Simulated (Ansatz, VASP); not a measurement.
**Rh in VASP and in Ansatz**

File INCAR:

```
PREC = Accurate ; ENCUT = 520
EDIFF = 1E-7 ; ISMEAR = -1
SIGMA = 0.1 ; LREAL = F
LASPH = T ; NELM = 60
ALGO = Normal ; ISIF = 2
LWAVE = F ; LCHARG = F
GGA = CA ; NBANDS = 14
```

KPOINTS

```
Automatic mesh
0
Gamma
  15 15 15
```

POSCAR

```
Rh
1.0
    2.5371790253      0.0000000000      0.0000000000
    0.0000000000      2.5371790253      0.0000000000
    0.0000000000      0.0000000000      2.5371790253
Rh
1
Direct
    0.0000000000      0.0000000000      0.0000000000
```

Input for Ansatz:

```yaml
crystal:
  lattice:
    - [2.5371790253, 0.0, 0.0]
    - [0.0, 2.5371790253, 0.0]
    - [0.0, 0.0, 2.5371790253]
  atoms:
    - { symbol: Rh, position: [0.0, 0.0, 0.0] }
kpoints:
  mp_grid: { grid: [15, 15, 15] }
  band_path:
    path:
      - [0.0, 0.0, 0.0]
      - [0.0, 0.5, 0.0]
      - [0.5, 0.5, 0.0]
      - [0.0, 0.0, 0.0]
      - [0.5, 0.5, 0.5]
      - [0.0, 0.5, 0.0]
      - [0.5, 0.5, 0.5]
      - [0.5, 0.5, 0.0]
    npoints: 8
scf:
  occupations: { method: fermi_dirac, width: 0.1 }
hamiltonian:
  xc: lda
  pseudopotentials: { kind: paw }
output:
  forces: true
  stress: true
  eigenvalues: true
  populations: true
  write_density: true
  write_potential: true
  elf: true
  volumetric_format: npy
```

This isn't the form of Rh at room conditions, which is fcc.

Alike in both runs: task single point; functional LDA; k mesh 15 × 15 × 15; occupations fermi-dirac, width 0.1 eV; no spin polarisation.

|  | VASP | Ansatz |
| --- | --- | --- |
| version | VASP 6.6.1 | Ansatz 0.2.0 |
| potentials or method | VASP PAW LDA potentials, release 64 (Rh_pv) | PAW with Ansatz's default frozen-core files, scalar-relativistic |
| plane-wave cutoff (eV) | 520 | 420 |
| valence electrons in the cell | 15 | 17 |

|  | VASP | Ansatz | Ansatz less VASP |
| --- | --- | --- | --- |
| gap on the k mesh at the Fermi level (eV) | none | none | - |
| pressure (GPa) | -12.5 | -13.1 | -0.56 |

A gap of «none» marks a metal or a gap that the smearing closes. The two sets of potentials don't hold the same shells in valence.
